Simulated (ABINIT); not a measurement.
AlRu in ABINIT: the effect of functional

AlRu:

```
Ru Al
1.0
     2.99160    0.00000    0.00000
     0.00000    2.99160    0.00000
     0.00000    0.00000    2.99160
Ru Al
1 1
Direct
  0.50000 0.50000 0.50000
  0.00000 0.00000 0.00000
```

Alike in all runs:

```yaml
Program: ABINIT 10.8.3 (patched build)
Task: single point
Potentials_or_basis: JTH PAW PBE v2.0
Cutoff: 490 eV
k_mesh: 9 × 9 × 9
Occupations: fermi-dirac, width 0.05 eV
Spin: no spin polarisation
```

Question: One run gave: pressure -2.7 GPa. Which functional did it use?
A. PBEsol
B. PW91
C. RPBE
D. r2SCAN
E. BLYP

Answer: A.

```tsv
functional	pressure (GPa)
PBE	2.6
LDA	-6.7
PBEsol	-2.7
RPBE	5.7
BLYP	9.8
AM05	-3.5
r2SCAN	-1.2
SCAN	-4.9
revPBE	4.9
PW91	2.8
WC	-1.7
```

Caveats: the PAW data sets were made with another functional, which shifts forces and pressure a little (some runs).
